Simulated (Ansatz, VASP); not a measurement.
**Zr in VASP and in Ansatz**

INCAR

```
SYSTEM = Zr
PREC = Accurate
ENCUT = 520
EDIFF = 1E-7
ISMEAR = -1
SIGMA = 0.05
LREAL = .False.
LASPH = .True.
NELM = 100
ALGO = Fast
ISIF = 2
LWAVE = .False.
LCHARG = .False.
LMAXMIX = 4
GGA = RP
NBANDS = 19
```

The input KPOINTS:

```
Automatic mesh
0
Gamma
  9 9 5
  0 0 0
```

POSCAR

```
Zr
1.0
    3.2319982200      0.0000000000      0.0000000000
   -1.6159991100      2.7989925700      0.0000000000
    0.0000000000      0.0000000000      5.1470000000
Zr
2
Direct
    0.3346542400      0.6741300100      0.2538998500
    0.6653457600      0.3258699900      0.7461001500
```

Contents of KPOINTS_OPT:

```
path GMKGALHA,LM,KH
10
line-mode
reciprocal
 0.0000000000  0.0000000000  0.0000000000  G
 0.5000000000  0.0000000000  0.0000000000  M

 0.5000000000  0.0000000000  0.0000000000  M
 0.3333333333  0.3333333333  0.0000000000  K

 0.3333333333  0.3333333333  0.0000000000  K
 0.0000000000  0.0000000000  0.0000000000  G

 0.0000000000  0.0000000000  0.0000000000  G
 0.0000000000  0.0000000000  0.5000000000  A

 0.0000000000  0.0000000000  0.5000000000  A
 0.5000000000  0.0000000000  0.5000000000  L

 0.5000000000  0.0000000000  0.5000000000  L
 0.3333333333  0.3333333333  0.5000000000  H

 0.3333333333  0.3333333333  0.5000000000  H
 0.0000000000  0.0000000000  0.5000000000  A

 0.5000000000  0.0000000000  0.5000000000  L
 0.5000000000  0.0000000000  0.0000000000  M

 0.3333333333  0.3333333333  0.0000000000  K
 0.3333333333  0.3333333333  0.5000000000  H
```

The input input.yaml:

```yaml
crystal:
  lattice:
    - [3.23199822, 0.0, 0.0]
    - [-1.61599911, 2.79899257, 0.0]
    - [0.0, 0.0, 5.147]
  atoms:
    - { symbol: Zr, position: [0.33465424, 0.67413001, 0.25389985] }
    - { symbol: Zr, position: [0.66534576, 0.32586999, 0.74610015] }
hamiltonian:
  xc: rpbe
  pseudopotentials: { kind: paw }
kpoints:
  mp_grid: { grid: [9, 9, 5] }
  band_path:
    path:
      - [[0.0, 0.0, 0.0], [0.5, 0.0, 0.0], [0.3333333333, 0.3333333333, 0.0], [0.0, 0.0, 0.0], [0.0, 0.0, 0.5], [0.5, 0.0, 0.5], [0.3333333333, 0.3333333333, 0.5], [0.0, 0.0, 0.5]]
      - [[0.5, 0.0, 0.5], [0.5, 0.0, 0.0]]
      - [[0.3333333333, 0.3333333333, 0.0], [0.3333333333, 0.3333333333, 0.5]]
    npoints: 14
scf:
  occupations: { method: fermi_dirac, width: 0.05 }
  n_extra_bands: 6
output:
  forces: true
  stress: true
  eigenvalues: true
  fatbands: true
```

Change from the starting cell: atom 2 moved 0.06 Å.

Alike in both runs: task band structure; functional RPBE; k mesh 9 × 9 × 5; occupations fermi-dirac, width 0.05 eV; no spin polarisation.

|  | VASP | Ansatz |
| --- | --- | --- |
| version | VASP 6.6.1 | Ansatz 0.2.0 |
| potentials or method | VASP PAW PBE potentials, release 64 (Zr_sv) | Ansatz PAW |
| plane-wave cutoff (eV) | 520 | 420 |
| valence electrons in the cell | 24 | 24 |

|  | VASP | Ansatz | Ansatz less VASP |
| --- | --- | --- | --- |
| gap on the k mesh at the Fermi level (eV) | none | none | - |
| pressure (GPa) | 2.8 | 2.8 | +0.02 |
| largest component of the traceless stress (GPa) | 0.64 | 0.64 | +0.003 |
| rms of the force components (eV/Å) | 0.100 | 0.100 | +0.0002 |

Atom by atom the forces differ by 0.000 eV/Å (rms over components). A gap of «none» marks a metal or a gap that the smearing closes. The functional is the same, so the differences come from potentials, cutoffs and numerics.

Caveats: the PAW data sets were made with another functional, which shifts forces and pressure a little (VASP); the PAW data sets come from PBE, with cores solved anew for the run's functional, which leaves a small shift of forces and pressure (Ansatz).
